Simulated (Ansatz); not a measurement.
# Hf2S: how settings move the results

This session on Hf2S sets out to sweep the k-point mesh shifted by half a step.

Method: DFT PBEsol, scalar-relativistic, plane waves, PAW, in Ansatz 0.2.0.

4 further runs of the same task are left out: 3 for a known fault of the program, 1 set aside as unsound or not needed. Runs told in other sessions of the task aren't counted.

## (1) The starting structure

The structure is hexagonal, space group P6_3/mmc (No. 194). The conventional cell has a = 3.374 Å, b = 3.374 Å, c = 11.717 Å, α = 90.00°, β = 90.00°, γ = 120.00°. Around Hf (site symmetry 3m) lie 3 S at 2.62 Å. Around S (site symmetry -6m2) lie 6 Hf at 2.62 Å.

Structure file:

```
Hf S
1.0
     3.37427    0.00000    0.00000
    -1.68714    2.92221    0.00000
     0.00000    0.00000   11.71741
Hf S
4 2
Direct
  0.66667 0.33333 0.89981
  0.33333 0.66667 0.39981
  0.66667 0.33333 0.60019
  0.33333 0.66667 0.10019
  0.00000 0.00000 0.75000
  0.00000 0.00000 0.25000
```

Source of the structure: the Materials Project (structure only). It is taken as it stands there.

## (2) The base input

Contents of input.yaml:

```yaml
crystal:
  lattice:
    - [3.3742737662, 0.0, 0.0]
    - [-1.6871368831, 2.9222068008, 0.0]
    - [0.0, 0.0, 11.71740703]
  atoms:
    - { symbol: Hf, position: [0.66666667, 0.33333333, 0.89981164] }
    - { symbol: Hf, position: [0.33333333, 0.66666667, 0.39981164] }
    - { symbol: Hf, position: [0.66666667, 0.33333333, 0.60018836] }
    - { symbol: Hf, position: [0.33333333, 0.66666667, 0.10018836] }
    - { symbol: S, position: [0.0, 0.0, 0.75] }
    - { symbol: S, position: [0.0, 0.0, 0.25] }
basis:
  ecutwfc: 420
kpoints:
  mp_grid: { grid: [12, 12, 4] }
hamiltonian:
  xc: pbesol
scf:
  occupations: { method: gaussian, width: 0.1 }
output:
  forces: true
  stress: true
  eigenvalues: true
  populations: true
```

It was run beforehand and gave: -10694.7505 eV/atom at zero smearing, pressure -2.84 GPa, largest force 0.195 eV/Å, no gap on the mesh, in 8 SCF cycles and 7.7 s.

## (3) K-point mesh shifted by half a step: 6×6×1

Contents of input.yaml:

```yaml
crystal:
  lattice:
    - [3.3742737662, 0.0, 0.0]
    - [-1.6871368831, 2.9222068008, 0.0]
    - [0.0, 0.0, 11.71740703]
  atoms:
    - { symbol: Hf, position: [0.6666666667, 0.3333333333, 0.89981164] }
    - { symbol: Hf, position: [0.3333333333, 0.6666666667, 0.39981164] }
    - { symbol: Hf, position: [0.6666666667, 0.3333333333, 0.60018836] }
    - { symbol: Hf, position: [0.3333333333, 0.6666666667, 0.10018836] }
    - { symbol: S, position: [0.0, 0.0, 0.75] }
    - { symbol: S, position: [0.0, 0.0, 0.25] }
basis:
  ecutwfc: 420
kpoints:
  mp_grid: { grid: [6, 6, 1], shift: [0.5, 0.5, 0] }
hamiltonian:
  xc: pbesol
scf:
  occupations: { method: gaussian, width: 0.1 }
output:
  forces: true
  stress: true
  eigenvalues: true
```

On the command line:

```sh
$ ansatz run input.yaml --threads 1 --pin off --max-ram 2560MiB --backend cpu --events-out ev --progress --plain --runs-dir out
```

## (4) K-point mesh shifted by half a step: 6×6×2

input.yaml, as its differences from that of step 3:

```diff
@@ -15,3 +15,3 @@
 kpoints:
-  mp_grid: { grid: [6, 6, 1], shift: [0.5, 0.5, 0] }
+  mp_grid: { grid: [6, 6, 2], shift: [0.5, 0.5, 0.5] }
 hamiltonian:
```

## (5) K-point mesh shifted by half a step: 12×12×2

input.yaml, as its differences from that of step 4:

```diff
@@ -15,3 +15,3 @@
 kpoints:
-  mp_grid: { grid: [6, 6, 2], shift: [0.5, 0.5, 0.5] }
+  mp_grid: { grid: [12, 12, 2], shift: [0.5, 0.5, 0.5] }
 hamiltonian:
```

(Steps that only read results are left out.)

What results come out of these runs, taken together? Wanted: largest energy shift, k-point mesh shifted by half a step.

The runs gave:

| quantity | value |
| --- | --- |
| largest energy shift, k-point mesh shifted by half a step | 26.2 meV/atom at 6×6×1 |

In words: The densest shifted mesh lands 0.80 meV/atom from the base run. The shift lowers the symmetry that the mesh keeps. The runs treat Hf without spin-orbit coupling.
